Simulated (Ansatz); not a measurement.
# Strain response of SiO$_{2}$

Method: Ansatz, DFT PBE, scalar-relativistic, plane waves, PAW. Settings: 420 eV cutoff, 6×6×6 k-mesh, Gaussian smearing of 0.02 eV, no spin polarisation.

The relaxed crystal:

```yaml
crystal:
  lattice:
    - [-4.50526, 4.50526, 2.63651]
    - [4.50526, -4.50526, 2.63651]
    - [4.50526, 4.50526, -2.63651]
  atoms:
    - { symbol: Si, position: [0.17693, 0.17693, 0.35386] }
    - { symbol: Si, position: [0.82307, 0.17693, 0.00000] }
    - { symbol: Si, position: [0.17693, 0.82307, 0.00000] }
    - { symbol: Si, position: [0.82307, 0.82307, 0.64614] }
    - { symbol: O, position: [0.50000, 0.50000, 0.50000] }
    - { symbol: O, position: [0.00000, 0.50000, 0.00000] }
    - { symbol: O, position: [0.50000, 0.00000, 0.00000] }
    - { symbol: O, position: [0.00000, 0.00000, 0.50000] }
    - { symbol: O, position: [0.00000, 0.20945, 0.20945] }
    - { symbol: O, position: [0.79055, 0.00000, 0.79055] }
    - { symbol: O, position: [0.20945, 0.00000, 0.20945] }
    - { symbol: O, position: [0.00000, 0.79055, 0.79055] }
```

Deformation: biaxial strain in the a-b plane, with the length and tilt of c and the atoms relaxed, all within the symmetry that the strain leaves. Energies are extrapolated to zero smearing. Gaps are Kohn–Sham gaps over the whole zone.

| strain (%) | ΔE (meV/atom) | a (Å) | b (Å) | c (Å) | gap (eV) |
| --- | --- | --- | --- | --- | --- |
| -2.0 | 8.2 | 6.757 | 6.757 | 7.014 | 5.35 |
| -1.0 | 2.0 | 6.826 | 6.826 | 6.954 | 5.37 |
| +0.0 | 0.0 | 6.895 | 6.895 | 6.895 | 5.36 |
| +1.0 | 2.1 | 6.964 | 6.964 | 6.835 | 5.30 |
| +2.0 | 8.2 | 7.033 | 7.033 | 6.776 | 5.23 |

**Question.** What stiffness (1/V) d²E/dε² at zero strain does a cubic fit over all points give?

**Answer.** A cubic fit gives (1/V) d²E/dε² = 368 GPa at zero strain (twice the biaxial modulus).

**Question.** How does the free axis c answer a small strain?

**Answer.** Between the innermost points its strain is -0.87 times the applied one.

**Question.** How fast does the gap move with strain on either side?

**Answer.** -8 meV per percent on the compressed side and -53 meV per percent on the stretched side; it is indirect at -1.0 %, indirect at zero and direct at +1.0 %.

This form isn't the usual stable structure of the compound.